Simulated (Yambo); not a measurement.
# BeS (F-43m) in Yambo: convergence with bands in self energy

Aim: find how far bands in self energy must go before the results for BeS settle, at LDA. This setting moves, with any that are tied to it; all else stays.

All numbers are computed with Yambo 5.3.0; they aren't measurements. Logs are shortened: lines on timing, memory, paths and dates and some standing lists are left out, and cuts for length are marked.

### Step 1. The structure

Symmetry: F-43m, No. 216, cubic system. The conventional cell has a = 4.850 Å, b = 4.850 Å, c = 4.850 Å, α = 90.00°, β = 90.00°, γ = 90.00°. S (site symmetry -43m) is surrounded by 4 Be at 2.10 Å. Around Be (site symmetry -43m) lie 4 S at 2.10 Å.

### Step 2. With bands in self energy 25

g0w03.in

```
gw0
dyson
el_el_corr
rim_cut
HF_and_locXC
ppa
em1d
RandQpts= 1000000
RandGvec= 50 RL
EXXRLvcs= 88 Ry
VXCRLvcs= 88 Ry
Chimod= "HARTREE"
% BndsRnXp
 1 | 155 |
%
NGsBlkXp= 5 Ry
% LongDrXp
 1 | 1 | 1 |
%
PPAPntXp= 27.21138 eV
% GbndRnge
 1 | 25 |
%
GTermKind= "none"
DysSolver= "n"
ExtendOut
% QPkrange
 1 | 1 | 5 | 7 |
 13 | 13 | 5 | 7 |
%
```

scf.in

```
&CONTROL
  calculation = 'scf'
  prefix = 'pwscf'
  outdir = './tmp'
  pseudo_dir = './pseudo'
/
&SYSTEM
  ibrav = 0
  nat = 2
  ntyp = 2
  ecutwfc = 88
  nbnd = 10
  occupations = 'smearing'
  smearing = 'fd'
  degauss = 0.00367493
  force_symmorphic = .true.
/
&ELECTRONS
  conv_thr = 4d-10
  electron_maxstep = 120
  mixing_beta = 0.5
/
ATOMIC_SPECIES
S     32.0600 S.upf
Be     9.0122 Be.upf
CELL_PARAMETERS angstrom
   0.0000000000    2.4250000000    2.4250000000
   2.4250000000    0.0000000000    2.4250000000
   2.4250000000    2.4250000000    0.0000000000
ATOMIC_POSITIONS crystal
S      0.7500000000    0.7500000000    0.7500000000
Be     0.0000000000    0.0000000000    0.0000000000
K_POINTS automatic
10 10 10 0 0 0
```

nscf.in

```
&CONTROL
  calculation = 'nscf'
  prefix = 'pwscf'
  outdir = './tmp'
  pseudo_dir = './pseudo'
/
&SYSTEM
  ibrav = 0
  nat = 2
  ntyp = 2
  ecutwfc = 88
  nbnd = 155
  occupations = 'fixed'
  force_symmorphic = .true.
/
&ELECTRONS
  conv_thr = 1d-08
  diago_full_acc = .true.
  diago_thr_init = 1d-06
/
ATOMIC_SPECIES
S     32.0600 S.upf
Be     9.0122 Be.upf
CELL_PARAMETERS angstrom
   0.0000000000    2.4250000000    2.4250000000
   2.4250000000    0.0000000000    2.4250000000
   2.4250000000    2.4250000000    0.0000000000
ATOMIC_POSITIONS crystal
S      0.7500000000    0.7500000000    0.7500000000
Be     0.0000000000    0.0000000000    0.0000000000
K_POINTS automatic
6 6 6 0 0 0
```

Potentials or basis: PseudoDojo 0.4.1 SR LDA standard.

Run with:

```console
OMP_NUM_THREADS=1 pw.x -in scf.in > scf.out
OMP_NUM_THREADS=1 pw.x -in nscf.in > nscf.out
cd tmp/pwscf.save; p2y; mv SAVE ../..; cd ../..
OMP_NUM_THREADS=1 yambo
mkdir -p g0w03; ln -s $PWD/g0w00/ndb.pp* g0w03/
mkdir -p g0w03; ln -s $PWD/g0w00/ndb.RIM g0w03/
OMP_NUM_THREADS=1 yambo -F g0w03.in -J g0w03 -C g0w03_out
```

It converged, with:

```
Band gap on the k mesh, mean-field level          : 2.90 eV, indirect (least direct gap 5.53 eV)
Quasiparticle gap                                 : 4.40 eV
Least direct quasiparticle gap                    : 7.23 eV
Quasiparticle gap at Γ                            : 7.49 eV
Band gap of the same states before the correction : 2.90 eV
```

### Step 3. With bands in self energy 45

g0w04.in

```
gw0
dyson
el_el_corr
rim_cut
HF_and_locXC
ppa
em1d
RandQpts= 1000000
RandGvec= 50 RL
EXXRLvcs= 88 Ry
VXCRLvcs= 88 Ry
Chimod= "HARTREE"
% BndsRnXp
 1 | 155 |
%
NGsBlkXp= 5 Ry
% LongDrXp
 1 | 1 | 1 |
%
PPAPntXp= 27.21138 eV
% GbndRnge
 1 | 45 |
%
GTermKind= "none"
DysSolver= "n"
ExtendOut
% QPkrange
 1 | 1 | 5 | 7 |
 13 | 13 | 5 | 7 |
%
```

scf.in is that of step 2.

nscf.in is that of step 2.

Potentials or basis: PseudoDojo 0.4.1 SR LDA standard.

Run with:

```console
OMP_NUM_THREADS=1 pw.x -in scf.in > scf.out
OMP_NUM_THREADS=1 pw.x -in nscf.in > nscf.out
cd tmp/pwscf.save; p2y; mv SAVE ../..; cd ../..
OMP_NUM_THREADS=1 yambo
mkdir -p g0w04; ln -s $PWD/g0w00/ndb.pp* g0w04/
mkdir -p g0w04; ln -s $PWD/g0w00/ndb.RIM g0w04/
OMP_NUM_THREADS=1 yambo -F g0w04.in -J g0w04 -C g0w04_out
```

It converged, with:

| Property | Result |
| --- | --- |
| Band gap on the k mesh, mean-field level | 2.90 eV, indirect (least direct gap 5.53 eV) |
| Quasiparticle gap | 4.41 eV |
| Least direct quasiparticle gap | 7.21 eV |
| Quasiparticle gap at Γ | 7.44 eV |
| Band gap of the same states before the correction | 2.90 eV |

### Step 4. With bands in self energy 85

g0w05.in

```
gw0
dyson
el_el_corr
rim_cut
HF_and_locXC
ppa
em1d
RandQpts= 1000000
RandGvec= 50 RL
EXXRLvcs= 88 Ry
VXCRLvcs= 88 Ry
Chimod= "HARTREE"
% BndsRnXp
 1 | 155 |
%
NGsBlkXp= 5 Ry
% LongDrXp
 1 | 1 | 1 |
%
PPAPntXp= 27.21138 eV
% GbndRnge
 1 | 85 |
%
GTermKind= "none"
DysSolver= "n"
ExtendOut
% QPkrange
 1 | 1 | 5 | 7 |
 13 | 13 | 5 | 7 |
%
```

scf.in is that of step 3.

nscf.in is that of step 3.

Run with:

```console
OMP_NUM_THREADS=1 pw.x -in scf.in > scf.out
OMP_NUM_THREADS=1 pw.x -in nscf.in > nscf.out
cd tmp/pwscf.save; p2y; mv SAVE ../..; cd ../..
OMP_NUM_THREADS=1 yambo
mkdir -p g0w05; ln -s $PWD/g0w00/ndb.pp* g0w05/
mkdir -p g0w05; ln -s $PWD/g0w00/ndb.RIM g0w05/
OMP_NUM_THREADS=1 yambo -F g0w05.in -J g0w05 -C g0w05_out
```

It converged, with:

- Band gap on the k mesh, mean-field level: 2.90 eV, indirect (least direct gap 5.53 eV)
- Quasiparticle gap: 4.43 eV
- Least direct quasiparticle gap: 7.20 eV
- Quasiparticle gap at Γ: 7.42 eV
- Band gap of the same states before the correction: 2.90 eV

### Step 5. With bands in self energy 155

g0w01.in

```
gw0
dyson
el_el_corr
rim_cut
HF_and_locXC
ppa
em1d
RandQpts= 1000000
RandGvec= 50 RL
EXXRLvcs= 88 Ry
VXCRLvcs= 88 Ry
Chimod= "HARTREE"
% BndsRnXp
 1 | 155 |
%
NGsBlkXp= 5 Ry
% LongDrXp
 1 | 1 | 1 |
%
PPAPntXp= 27.21138 eV
% GbndRnge
 1 | 155 |
%
GTermKind= "none"
DysSolver= "n"
ExtendOut
% QPkrange
 1 | 1 | 5 | 7 |
 13 | 13 | 5 | 7 |
%
```

scf.in is that of step 4.

nscf.in is that of step 4.

Potentials or basis: PseudoDojo 0.4.1 SR LDA standard.

Run with:

```console
OMP_NUM_THREADS=1 pw.x -in scf.in > scf.out
OMP_NUM_THREADS=1 pw.x -in nscf.in > nscf.out
cd tmp/pwscf.save; p2y; mv SAVE ../..; cd ../..
OMP_NUM_THREADS=1 yambo
mkdir -p g0w01; ln -s $PWD/g0w00/ndb.pp* g0w01/
mkdir -p g0w01; ln -s $PWD/g0w00/ndb.RIM g0w01/
OMP_NUM_THREADS=1 yambo -F g0w01.in -J g0w01 -C g0w01_out
```

Yambo's report:

```text
[... sections 02.01 to 02.04 as in the set-up run ...]

  [02.05] Energies & Occupations
  ==============================

  [X] === General ===
  [X] Electronic Temperature                        :  0.000000  0.000000 [eV K]
  [X] Bosonic    Temperature                        :  0.000000  0.000000 [eV K]
  [X] Finite Temperature mode                       : no
  [X] El. density                                   :  0.35062E+24 [cm-3]
  [X] Fermi Level                                   :  5.356047 [eV]

  [X] === Gaps and Widths ===
  [X] Conduction Band Min                           :  2.904350 [eV]
  [X] Valence Band Max                              :  0.000000 [eV]
  [X] Filled Bands                                  :   5
  [X] Empty Bands                                   :    6  155
  [X] Direct Gap                                    :  5.527689 [eV]
  [X] Direct Gap localized at k                     :  1
  [X] Indirect Gap                                  :  2.904350 [eV]
  [X] Indirect Gap between kpts                     :   1  13
  [X] Last valence band width                       :  3.245963 [eV]
  [X] 1st conduction band width                     :  3.198202 [eV]

 [03] Transferred momenta grid and indexing
 ==========================================

 IBZ Q-points                                      :  16
 BZ  Q-points                                      :  216

 K/Q-points units:
 rlu = crystal or reduced units; cc = cartesian coordinates; iku = interal k-units

 Q [ 1]         [rlu]:  0.000000  0.000000  0.000000
 Q [ 2]         [rlu]:  0.13755E-18  0.13755E-18  0.16667
 Q [ 3]         [rlu]:  0.27509E-18  0.27509E-18  0.33333
 Q [ 4]         [rlu]: -0.90717E-17 -0.90717E-17 -0.50000
 Q [ 5]         [rlu]:  0.12700E-16  0.16667      0.16667
 Q [ 6]         [rlu]:  0.27893E-16  0.16667      0.33333
 Q [ 7]         [rlu]:  0.15300E-16  0.16667      0.50000
 Q [ 8]         [rlu]: -0.90717E-17  0.16667     -0.33333
 Q [ 9]         [rlu]: -0.27509E-18  0.16667     -0.16667
 Q [10]         [rlu]:  0.25399E-16  0.33333      0.33333
 Q [11]         [rlu]: -0.20106E-16  0.33333      0.50000
 Q [12]         [rlu]: -0.55019E-18  0.33333     -0.33333
 Q [13]         [rlu]: -0.48221E-16 -0.50000     -0.50000
 Q [14]         [rlu]:  0.166667  0.333333  0.500000
 Q [15]         [rlu]:  0.166667  0.333333 -0.333333
 Q [16]         [rlu]:  0.166667 -0.500000 -0.333333

 [04] Coloumb potential Random Integration (RIM)
 ===============================================

 Summary of Coulomb integrals for non-metallic bands |Q|[au] RIM/Bare

 Q [1] 0.100000E-4 0.995988 * Q [2] 0.197901 1.066424
 Q [5] 0.228517 1.065697 * Q [9] 0.323171 1.027506
 Q [6] 0.378952 1.020772 * Q [3] 0.395803 1.018189
 Q [10] 0.457033 1.014976 * Q [8] 0.498041 1.012135
 Q [14] 0.510979 1.011850 * Q [7] 0.559749 1.010038
 Q [11] 0.593704 1.009273 * Q [4] 0.593704 1.008878
 Q [12] 0.646343 1.007861 * Q [15] 0.675962 1.007291
 Q [13] 0.685550 1.007169 * Q [16] 0.722633 1.006548

 [05] Dipoles
 ============

  [05.01] Setup: observables and procedures
  =========================================

[... 59 lines left out ...]
 <5|nlXC|5> = -16.52152  0.16496E-16 <5|lXC|5> = -13.61708  0.000000
 <6|nlXC|6> = -5.906884  0.34646E-18 <6|lXC|6> = -11.29134  0.000000
 <7|nlXC|7> = -5.906888 -0.12677E-18 <7|lXC|7> = -11.29134  0.000000

  Corrections @ K [13] :  [eV]
 <5|nlXC|5> = -16.34824 -0.10078E-16 <5|lXC|5> = -12.58410 -0.22496E-16
 <6|nlXC|6> = -5.231829 -0.46251E-18 <6|lXC|6> = -9.665842 -0.29503E-16
 <7|nlXC|7> = -5.825396  0.10995E-17 <7|lXC|7> = -10.71700  0.14161E-15

 [08] Dyson equation: Newton solver
 ==================================

  [08.01] G0W0 (W PPA)
  ====================

  [  GW  ] Bands range     :    1  155
  [GW/PPA] G damping       :  0.100000 [eV]

  QP @ state[ 1 ] K range:  1  1
  QP @ state[ 1 ] b range:   5   7
  QP @ state[ 2 ] K range:  13  13
  QP @ state[ 2 ] b range:   5   7
[... 51 lines left out ...]
   :: Time ordering fails/rest    :  0.499776
   :: Mean rel dev of PP cond     :  0.142248
   Current Q-pt index             :  14
   :: PP condition fails/total    :  0.153787
   :: Time ordering fails/rest    :  0.499318
   :: Mean rel dev of PP cond     :  0.153776
   Current Q-pt index             :  15
   :: PP condition fails/total    :  0.144560
   :: Time ordering fails/rest    :  0.500674
   :: Mean rel dev of PP cond     :  0.144568
   Current Q-pt index             :  16
   :: PP condition fails/total    :  0.156863
   :: Time ordering fails/rest    :  0.501140
   :: Mean rel dev of PP cond     :  0.156889

  [08.02] QP properties and I/O
  =============================

  Legend (energies in eV)
  - B  : Band       - Eo  : bare energy
  - E  : QP energy  - Z   : Renormalization factor
  - So : Sc(Eo)     - S   : Sc(E)
  - dSp: Sc derivative precision

  - lXC: Local XC (Slater exchange(X)+Perdew & Wang(C))
  -nlXC: non-Local XC (Hartree-Fock)

  QP [eV] @ K [1] (iku):  0.000000  0.000000  0.000000
   B=5 Eo=  0.00 E= -0.99 E-Eo= -0.99 Re(Z)=0.80 Im(Z)=-0.122287E-2 nlXC= -16.5215 lXC= -13.6171 So=  1.66489
   B=6 Eo=  5.53 E=  6.43 E-Eo=  0.90 Re(Z)=0.81 Im(Z)=-0.121054E-2 nlXC= -5.90688 lXC= -11.2913 So= -4.27815
   B=7 Eo=  5.53 E=  6.43 E-Eo=  0.90 Re(Z)=0.81 Im(Z)=-0.121054E-2 nlXC= -5.90689 lXC= -11.2913 So= -4.27823

  QP [eV] @ K [13] (iku): -0.500000  0.000000  0.000000
   B=5 Eo= -2.67 E= -3.76 E-Eo= -1.09 Re(Z)=0.79 Im(Z)=-0.135556E-2 nlXC= -16.3482 lXC= -12.5841 So=  2.38592
   B=6 Eo=  2.90 E=  3.44 E-Eo=  0.54 Re(Z)=0.83 Im(Z)=-0.112515E-2 nlXC= -5.23183 lXC= -9.66584 So= -3.78228
   B=7 Eo=  4.79 E=  5.50 E-Eo=  0.70 Re(Z)=0.82 Im(Z)=-0.117191E-2 nlXC= -5.82540 lXC= -10.7170 So= -4.03474

  [WR./g0w01//ndb.QP]-------------------------------------------------------------
   Lattice constants                                :  4.582586  4.582586  4.582586
   Coulomb cutoff potential                         : none
   Electronic Temperature                           :  0.000000 [K]
   Bosonic    Temperature                           :  0.000000 [K]
   Green`s function   energies                      : Slater exchange(X)+Perdew & Wang(C)
   wavefunctions                                    : Slater exchange(X)+Perdew & Wang(C)
   PPA    diel. fun.  energies                      : Slater exchange(X)+Perdew & Wang(C)
   wavefunctions                                    : Slater exchange(X)+Perdew & Wang(C)
   QP tot states                                    :   6
   GW solver                                        : Newton
   GW approximation                                 : PPA
   PPA imaginary Energy                             :  27.21138 ev
   RIM G`s                                          :   51
   RIM random pts                                   :  1000000
   dS/dw steps                                      :  2
   dS/dw step                                       :  0.100000 ev
   X G`s                                            :   51 used
   X G`s                                            :   51 disk
   X bands                                          :    1  155
   X poles                                          :  100.0000 o/o
   X e/h E range                                    : -1.000000 -1.000000 ev
   X Hxc Kernel                                     : HARTREE
   X BZ energy Double Grid                          : no
   X Optical Averaged directions                    : none
   Sc/G bands                                       :    1  155
   Sc/G damping                                     :  0.100000 ev
   Sc bands terminator                              : no
   Sx RL components                                 :  2741

   QP @ state[ 1 ] K range                          :  1  1
   QP @ state[ 1 ] b range                          :   5   7
   QP @ state[ 2 ] K range                          :  13  13
   QP @ state[ 2 ] b range                          :   5   7
   GF energies kind                                 : Slater exchange(X)+Perdew & Wang(C)
   GF WF`s kind                                     : Slater exchange(X)+Perdew & Wang(C)
   Xs energies kind                                 : Slater exchange(X)+Perdew & Wang(C)
   Xs WF`s kind                                     : Slater exchange(X)+Perdew & Wang(C)
```

o-g0w01.qp:

```text
# GW solver                                       : Newton
# GW approximation                                : PPA
# PPA imaginary Energy                            :   27.2113800    [ev]
[... 35 lines left out ...]
        13                  6                 2.904350           3.443392           0.539042          -9.665842          -5.231829          -3.782285          -3.894971          -5.687462           0.827121          -0.001125          -12.47510           52.76206
        13                  7                 4.793394           5.495858           0.702464          -10.71700          -5.825396          -4.034739          -4.189137          -5.979986           0.819831          -0.001172          -13.76086           47.83218
#
```

What came out:

```yaml
Band_gap_on_the_k_mesh_mean-field_level: 2.90 eV, indirect (least direct gap 5.53 eV)
Quasiparticle_gap: 4.44 eV
Least_direct_quasiparticle_gap: 7.20 eV
Quasiparticle_gap_at_Γ: 7.42 eV
Band_gap_of_the_same_states_before_the_correction: 2.90 eV
```

### Step 6. Summary

```csv
bands in self energy,quasiparticle gap at the points computed (eV)
25,4.395
45,4.410
85,4.428
155,4.436
```

Against the tightest run, the quasiparticle gap at the points computed stays within 0.05 eV from 25 on. The tightest run that finished is the yardstick and may itself not be fully converged.

Caveats: this version prints the column dSc/dw multiplied by 27.2.
